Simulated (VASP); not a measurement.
# CsPbBr3 (Pm-3m) in VASP: notebook

Aim: see how the results for CsPbBr3 move with the level of theory and the settings. Levels: PBEsol, PBE. Tasks: relaxation of cell and atoms.

Program: VASP 6.6.1. These are calculated values, not measurements. Logs are shortened: lines on timing, memory, paths and dates and some standing lists are left out, and cuts for length are marked.

## (1) The crystal as given

Symmetry: Pm-3m, No. 221, cubic system. The conventional cell has a = 5.742 Å, b = 5.742 Å, c = 5.742 Å, α = 90.00°, β = 90.00°, γ = 90.00°. Around Cs (site symmetry m-3m) lie 12 Br at 4.06 Å. Pb (site symmetry m-3m) is surrounded by 6 Br at 2.87 Å. Around Br (site symmetry 4/mmm) lie 2 Pb at 2.87 Å.

Measurements of this composition are mostly on another form, of space group No. 62.

## (2) Relaxation of cell and atoms, PBEsol, target pressure 1.7 GPa, at which the enthalpy is minimised

File INCAR:

```
SYSTEM = CsPbBr3
ALGO = Normal ; EDIFF = 1E-7
EDIFFG = -0.005 ; ENCUT = 600
GGA = PS ; IBRION = 2
ISIF = 3 ; ISMEAR = 0
LASPH = .TRUE. ; LCHARG = .FALSE.
LREAL = .FALSE. ; LWAVE = .FALSE.
NELM = 80 ; NSW = 90
PREC = Accurate ; PSTRESS = 17.0
SIGMA = 0.03
```

File KPOINTS:

```
k-points
0
G
  6 6 6
  0 0 0
```

File POSCAR:

```
CsPbBr3                                 
1.0
    5.7424799385      0.0000000000      0.0000000000
    0.0000000000      5.7424799385     -0.0000000000
    0.0000000000     -0.0000000000      5.7424799385
  Cs              Pb              Br            
     1     1     3
Direct
     0.0000000000000000    0.0000000000000000    0.0000000000000000
     0.5000000000000000    0.5000000000000000    0.5000000000000000
     0.0000000000000000    0.5000000000000000    0.5000000000000000
     0.5000000000000000    0.0000000000000000    0.5000000000000000
     0.5000000000000000    0.5000000000000000    0.0000000000000000
```

Potentials or basis: VASP PAW PBE potentials, release 64 (Cs_sv, Pb_d, Br).

Launch:

```
$ cat potpaw_PBE.64/Cs_sv/POTCAR potpaw_PBE.64/Pb_d/POTCAR potpaw_PBE.64/Br/POTCAR > POTCAR
$ mpirun -np 1 vasp_std > vasp.out
```

OUTCAR:

```text
SYSTEM = CsPbBr3
   EDIFF = 1E-7
   EDIFFG = -0.005
   ENCUT = 600
   GGA = PS
   IBRION = 2
   ISIF = 3
   ISMEAR = 0
   LASPH = .TRUE.
   LREAL = .FALSE.
   NELM = 80
   NSW = 90
   PREC = Accurate
   PSTRESS = 17.0

 ion  position               nearest neighbor table
   1  0.000  0.000  0.000-
   2  0.500  0.500  0.500-   3 2.87   4 2.87   5 2.87   5 2.87   4 2.87   3 2.87
   3  0.000  0.500  0.500-   2 2.87   2 2.87
   4  0.500  0.000  0.500-   2 2.87   2 2.87
   5  0.500  0.500  0.000-   2 2.87   2 2.87

  LATTYP: Found a simple cubic cell.
 ALAT       =     5.7424799385

  Lattice vectors:

 A1 = (   5.7424799385,   0.0000000000,   0.0000000000)
 A2 = (   0.0000000000,   5.7424799385,   0.0000000000)
 A3 = (   0.0000000000,   0.0000000000,   5.7424799385)

Analysis of symmetry for initial positions (statically):
=====================================================================
 Subroutine PRICEL returns:
 Original cell was already a primitive cell.

 Routine SETGRP: Setting up the symmetry group for a
 simple cubic supercell.

 Subroutine GETGRP returns: Found 48 space group operations
 (whereof 48 operations were pure point group operations)
 out of a pool of 48 trial point group operations.

The static configuration has the point symmetry O_h .

Analysis of symmetry for dynamics (positions and initial velocities):
=====================================================================
 Subroutine PRICEL returns:
 Original cell was already a primitive cell.

 Routine SETGRP: Setting up the symmetry group for a
 simple cubic supercell.

 Subroutine GETGRP returns: Found 48 space group operations
 (whereof 48 operations were pure point group operations)
 out of a pool of 48 trial point group operations.

The dynamic configuration has the point symmetry O_h .

 Subroutine INISYM returns: Found 48 space group operations
 (whereof 48 operations are pure point group operations),
 and found     1 'primitive' translations

----------------------------------------------------------------------------------------

                                     Primitive cell

  volume of cell :     189.3645

  direct lattice vectors                    reciprocal lattice vectors
     5.742479938  0.000000000  0.000000000     0.174140791  0.000000000  0.000000000
     0.000000000  5.742479938  0.000000000     0.000000000  0.174140791  0.000000000
     0.000000000  0.000000000  5.742479938     0.000000000  0.000000000  0.174140791

  length of vectors
     5.742479938  5.742479938  5.742479938     0.174140791  0.174140791  0.174140791

  position of ions in fractional coordinates (direct lattice)
     0.000000000  0.000000000  0.000000000
     0.500000000  0.500000000  0.500000000
     0.000000000  0.500000000  0.500000000
     0.500000000  0.000000000  0.500000000
     0.500000000  0.500000000  0.000000000

  ion indices of the primitive-cell ions
   primitive index   ion index
                 1           1
                 2           2
                 3           3
                 4           4
                 5           5

----------------------------------------------------------------------------------------

 KPOINTS: k-points

Automatic generation of k-mesh.
 Grid dimensions read from file:
 generate k-points for:    6    6    6

 Generating k-lattice:

  Cartesian coordinates                     Fractional coordinates (reciprocal lattice)
     0.029023465  0.000000000  0.000000000     0.166666667  0.000000000  0.000000000
     0.000000000  0.029023465  0.000000000     0.000000000  0.166666667  0.000000000
     0.000000000  0.000000000  0.029023465     0.000000000  0.000000000  0.166666667

  Length of vectors
     0.029023465  0.029023465  0.029023465

  Shift w.r.t. Gamma in fractional coordinates (k-lattice)
     0.000000000  0.000000000  0.000000000

 Subroutine IBZKPT returns following result:
 ===========================================

 Found     20 irreducible k-points:

 Following reciprocal coordinates:
            Coordinates               Weight
  0.000000  0.000000  0.000000      1.000000
  0.166667  0.000000  0.000000      6.000000
  0.333333  0.000000  0.000000      6.000000
  0.500000  0.000000  0.000000      3.000000
  0.166667  0.166667  0.000000     12.000000
  0.333333  0.166667  0.000000     24.000000
[... 12 lines left out ...]
  0.500000  0.500000  0.333333      6.000000
  0.500000  0.500000  0.500000      1.000000
   k-points           NKPTS =     20   k-points in BZ     NKDIM =     20   number of bands    NBANDS=     26
   number of dos      NEDOS =    301   number of ions     NIONS =      5
   total plane-waves  NPLWV = 110592
   dimension x,y,z NGX =    48 NGY =   48 NGZ =   48
   dimension x,y,z NGXF=    96 NGYF=   96 NGZF=   96
   ions per type =               1   1   3
   NGX,Y,Z   is equivalent  to a cutoff of  13.90, 13.90, 13.90 a.u.
   NGXF,Y,Z  is equivalent  to a cutoff of  27.79, 27.79, 27.79 a.u.
 SYSTEM =  CsPbBr3
   PREC   = accura    normal or accurate (medium, high low for compatibility)
   ISTART =      0    job   : 0-new  1-cont  2-samecut
   ICHARG =      2    charge: 1-file 2-atom 10-const
   ISPIN  =      1    spin polarized calculation?
   LNONCOLLINEAR =      F non collinear calculations
   LSORBIT =      F    spin-orbit coupling
   LASPH  =      T    aspherical Exc in radial PAW
   ENCUT  =  600.0 eV  44.10 Ry    6.64 a.u.  11.47 11.47 11.47*2*pi/ulx,y,z
   NELM   =     80;   NELMIN=  2; NELMDL= -5     # of ELM steps
   EDIFF  = 0.1E-06   stopping-criterion for ELM
   LREAL  =      F    real-space projection
   EDIFFG = -.5E-02   stopping-criterion for IOM
   NSW    =     90    number of steps for IOM
   IBRION =      2    ionic relax: 0-MD 1-quasi-New 2-CG
   NFREE  =      1    steps in history (QN), initial steepest desc. (CG)
   ISIF   =      3    stress and relaxation
   ISYM   =      2    0-nonsym 1-usesym 2-fastsym
   POTIM  = 0.5000    time-step for ionic-motion
   TEBEG  =    0.0;   TEEND  =   0.0 temperature during run
   PSTRESS=   17.0 pullay stress
   NELECT =      44.0000    total number of electrons
   NUPDOWN=      -1.0000    fix difference up-down
   EMIN   =  10.00;   EMAX   =-10.00  energy-range for DOS
   EFERMI =   0.00;   METHOD = LEGACY
   ISMEAR =     0;   SIGMA  =   0.03  broadening in eV -4-tet -1-fermi 0-gaus
   EFERMI_NEDOS =   21; number of points for ismear=-14 and -15
   IALGO  =     38    algorithm
   IMIX   =      4    mixing-type and parameters
     AMIX     =   0.40;   BMIX     =  1.00
     AMIX_MAG =   1.60;   BMIX_MAG =  1.00
  volume/ion in A,a.u.               =      37.87       255.58
  Fermi-wavevector in a.u.,A,eV,Ry     =   1.006452  1.901918 13.781952  1.012945
  Thomas-Fermi vector in A             =   2.139195
   LORBIT       =      0    0 simple, 1 ext, 2 COOP (PROOUT), +10 PAW based schemes
   GGA     = PS    functional components
   LHFCALC =     F    Hartree Fock is set to
   AEXX    =    0.0000 exact exchange contribution
   IVDW    =     0    specifies the selected vdW correction
   LEPSILON=     F    determine dielectric tensor
   LRPA    =     F    only Hartree local field effects (RPA)
 conjugate gradient relaxation of ions
 non-spin polarized calculation
 Gauss-broadening in eV      SIGMA  =   0.03
  energy-cutoff  :      600.00
  volume of cell :      189.36
 maximum number of plane-waves:      6382
 NGX is ok and might be reduce to    48
   NGX = 23   NGY = 23   NGZ = 23

 number of electron      44.0000007 magnetization

 Free energy of the ion-electron system (eV)
  ---------------------------------------------------
  ext. energy  EPLUGINS =         0.00000000
  ---------------------------------------------------
  free energy    TOTEN  =       -16.74123290 eV

  energy without entropy =      -16.74123290  energy(sigma->0) =      -16.74123290

 E-fermi :   2.2252     XC(G=0):  -8.1088

 val. band max:        2.0233897482   @ k =   0.5000   0.5000   0.5000
 cond. band min:       3.1494049738   @ k =   0.5000   0.5000   0.5000
 fundamental gap:      1.1260152256
 Fermi energy:         2.2252053840

 k-point     1 :       0.0000    0.0000    0.0000
  band No.  band energies     occupation
      1     -19.7682      2.00000
      2     -15.1429      2.00000
      3     -15.1429      2.00000
      4     -14.8919      2.00000
      5     -14.8919      2.00000
      6     -14.8919      2.00000
[... 18 lines left out ...]
     25       5.5413      0.00000
     26       6.3160      0.00000

 k-point     2 :       0.1667    0.0000    0.0000
  band No.  band energies     occupation
      1     -19.7678      2.00000
      2     -15.1428      2.00000
      3     -15.1193      2.00000
      4     -14.8923      2.00000
      5     -14.8923      2.00000
      6     -14.8919      2.00000
[... 18 lines left out ...]
     25       5.7801      0.00000
     26       6.4187      0.00000

 k-point     3 :       0.3333    0.0000    0.0000
  band No.  band energies     occupation
      1     -19.7669      2.00000
      2     -15.1427      2.00000
      3     -15.0710      2.00000
      4     -14.8931      2.00000
      5     -14.8931      2.00000
      6     -14.8918      2.00000
[... 18 lines left out ...]
     25       6.2272      0.00000
     26       6.3437      0.00000

 k-point     4 :       0.5000    0.0000    0.0000
  band No.  band energies     occupation
      1     -19.7665      2.00000
      2     -15.1427      2.00000
      3     -15.0463      2.00000
      4     -14.8935      2.00000
      5     -14.8935      2.00000
      6     -14.8918      2.00000
[... 18 lines left out ...]
     25       6.6491      0.00000
     26       6.7009      0.00000
[... 380 lines left out ...]
      1     -19.7645      2.00000
      2     -15.0259      2.00000
      3     -14.9964      2.00000
      4     -14.8947      2.00000
      5     -14.8947      2.00000
      6     -14.8943      2.00000
[... 18 lines left out ...]
     25       4.4872      0.00000
     26       6.3384      0.00000

 k-point    19 :       0.5000    0.5000    0.3333
  band No.  band energies     occupation
      1     -19.7642      2.00000
      2     -15.0115      2.00000
      3     -14.9804      2.00000
      4     -14.8951      2.00000
      5     -14.8947      2.00000
      6     -14.8947      2.00000
[... 18 lines left out ...]
     25       4.2771      0.00000
     26       6.2596      0.00000

 k-point    20 :       0.5000    0.5000    0.5000
  band No.  band energies     occupation
      1     -19.7639      2.00000
      2     -14.9804      2.00000
      3     -14.9804      2.00000
      4     -14.8951      2.00000
      5     -14.8951      2.00000
      6     -14.8951      2.00000
[... 18 lines left out ...]
     25       3.1494      0.00000
     26       6.0322      0.00000

------------------------ aborting loop because EDIFF is reached ----------------------------------------

  FORCE on cell =-STRESS in cart. coord.  units (eV):
  Direction    XX          YY          ZZ          XY          YZ          ZX
  --------------------------------------------------------------------------------------
  -------------------------------------------------------------------------------------
  Total        2.0175749      2.0175749      2.0175749      0.0000000     -0.0000000      0.0000000
  in kB       17.0703249     17.0703249     17.0703249      0.0000000     -0.0000000      0.0000000
  external PRESSURE =       0.0703249 kB  Pullay stress =      17.0000000 kB

 VOLUME and BASIS-vectors are now :
 -----------------------------------------------------------------------------
  energy-cutoff  :      600.00
  volume of cell :      189.36
      direct lattice vectors                 reciprocal lattice vectors
     5.742479938  0.000000000  0.000000000     0.174140791  0.000000000  0.000000000
     0.000000000  5.742479938  0.000000000     0.000000000  0.174140791  0.000000000
     0.000000000  0.000000000  5.742479938     0.000000000  0.000000000  0.174140791

 POSITION                                       TOTAL-FORCE (eV/Angst)
 -----------------------------------------------------------------------------------
      0.00000      0.00000      0.00000         0.000000      0.000000      0.000000
      2.87124      2.87124      2.87124         0.000000      0.000000      0.000000
      0.00000      2.87124      2.87124         0.000000      0.000000      0.000000
      2.87124      0.00000      2.87124         0.000000      0.000000      0.000000
      2.87124      2.87124      0.00000         0.000000      0.000000      0.000000
 -----------------------------------------------------------------------------------
    total drift:                                0.000000     -0.000000     -0.000000

  FREE ENERGIE OF THE ION-ELECTRON SYSTEM (eV)
  ---------------------------------------------------
  free  energy   TOTEN  =       -16.7412329040 eV

  energy  without entropy=      -16.7412329040  energy(sigma->0) =      -16.74123290

  enthalpy is  TOTEN    =       -14.7319698484 eV   P V=        2.0092630556

 reached required accuracy - stopping structural energy minimisation
```

Run time: 75 s. Hardware: 1 thread of AMD EPYC 9R45 (Zen 5), shared host; peak memory 0.37 GiB.

Results:

```
Free energy             : -16.7412 eV
Pressure after relaxing : 1.7 GPa
Band gap on the k mesh  : 1.13 eV, direct
```

Final structure:
```yaml
crystal:
  lattice:
    - [5.74248, 0.00000, 0.00000]
    - [0.00000, 5.74248, 0.00000]
    - [0.00000, 0.00000, 5.74248]
  atoms:
    - { symbol: Cs, position: [0.00000, 0.00000, 0.00000] }
    - { symbol: Pb, position: [0.50000, 0.50000, 0.50000] }
    - { symbol: Br, position: [0.00000, 0.50000, 0.50000] }
    - { symbol: Br, position: [0.50000, 0.00000, 0.50000] }
    - { symbol: Br, position: [0.50000, 0.50000, 0.00000] }
```

Caveat: the relaxation stopped at its first step, so nothing moved; the cell is relaxed towards a set pressure, so the enthalpy falls and the energy may rise; the PAW data sets were made with another functional, which shifts forces and pressure a little; spin-orbit coupling is left out, which as a rule narrows the gap of such compounds by several tenths of an eV. PBEsol gaps usually lie below the measured ones, often by a third to a half.

## (3) Relaxation of cell and atoms, PBE, target pressure 1.7 GPa, at which the enthalpy is minimised

This run uses another cell than the first one, of 35.22 Å³/atom, 0.930 times its volume.

File INCAR:

```
SYSTEM = CsPbBr3
PREC = Accurate
ENCUT = 600
EDIFF = 1E-6
ISMEAR = 0
SIGMA = 0.03
LREAL = .FALSE.
LASPH = .TRUE.
NELM = 80
ALGO = Normal
ISIF = 3
LWAVE = .FALSE.
LCHARG = .FALSE.
GGA = PE
IBRION = 2
NSW = 90
EDIFFG = -0.01
PSTRESS = 17.0
```

File KPOINTS:

```
regular mesh
0
G
  6 6 6
  0 0 0
```

File POSCAR:

```
CsPbBr3
1.0
    5.6050000000      0.0000000000      0.0000000000
    0.0000000000      5.6050000000      0.0000000000
    0.0000000000      0.0000000000      5.6050000000
Cs Pb Br
1 1 3
Direct
    0.0000000000      0.0000000000      0.0000000000
    0.5000000000      0.5000000000      0.5000000000
    0.0000000000      0.5000000000      0.5000000000
    0.5000000000      0.0000000000      0.5000000000
    0.5000000000      0.5000000000      0.0000000000
```

Potentials or basis: VASP PAW PBE potentials, release 64 (Cs_sv, Pb_d, Br).

Launch:

```
$ cat potpaw_PBE.64/Cs_sv/POTCAR potpaw_PBE.64/Pb_d/POTCAR potpaw_PBE.64/Br/POTCAR > POTCAR
$ mpirun -np 1 vasp_std > vasp.out
```

Run time: 2.6 min. Hardware: 1 thread of AMD EPYC 9R45 (Zen 5), shared host; peak memory 0.38 GiB.

It converged, with:

```
Free energy                                            : -15.8139 eV
Relaxed volume                                         : 40.04 Å³/atom
Relaxed cell                                           : a = 5.850 Å, b = 5.850 Å, c = 5.850 Å, α = 90.00°, β = 90.00°, γ = 90.00°
Space group after relaxing (to 0.05 Å)                 : Pm-3m (No. 221)
Energy change on relaxing (the enthalpy is what falls) : -111.8 meV/atom
Ionic steps                                            : 3
Pressure after relaxing                                : 1.7 GPa
Band gap on the k mesh                                 : 1.49 eV, direct
```

The path:
| step | energy change (eV) | largest force (eV/Å) | pressure (GPa) | volume (Å³) |
| --- | --- | --- | --- | --- |
| 1 | 0.0000 | 0.0000 | 6.19 | 176.09 |
| 2 | -0.5807 | 0.0000 | 1.43 | 202.46 |
| 3 | -0.5588 | 0.0000 | 1.72 | 200.22 |

Final structure:
```
CELL_PARAMETERS angstrom
5.85020 0.00000 0.00000
0.00000 5.85020 0.00000
0.00000 0.00000 5.85020
ATOMIC_POSITIONS crystal
Cs 0.00000 0.00000 0.00000
Pb 0.50000 0.50000 0.50000
Br 0.00000 0.50000 0.50000
Br 0.50000 0.00000 0.50000
Br 0.50000 0.50000 0.00000
```

Levels at points of the mesh, in eV from the valence-band top:
| k point | band 19 | band 20 | band 21 | band 22 | band 23 | band 24 | band 25 | band 26 |
| --- | --- | --- | --- | --- | --- | --- | --- | --- |
| (0.00, 0.00, 0.00) | -2.26 | -2.14 | -2.14 | -2.14 | 2.94 | 4.01 | 4.01 | 4.77 |
| (0.50, 0.00, 0.00) | -2.40 | -2.25 | -2.25 | -1.48 | 2.55 | 4.39 | 5.01 | 5.04 |
| (0.50, 0.50, 0.00) | -2.49 | -2.36 | -1.78 | -0.73 | 2.06 | 2.06 | 4.86 | 5.10 |
| (0.50, 0.50, 0.50) | -1.76 | -1.76 | -1.76 | 0.00 | 1.49 | 1.49 | 1.49 | 4.43 |

Caveat: the cell is relaxed towards a set pressure, so the enthalpy falls and the energy may rise; spin-orbit coupling is left out, which as a rule narrows the gap of such compounds by several tenths of an eV.

[end of part 1 of 2]
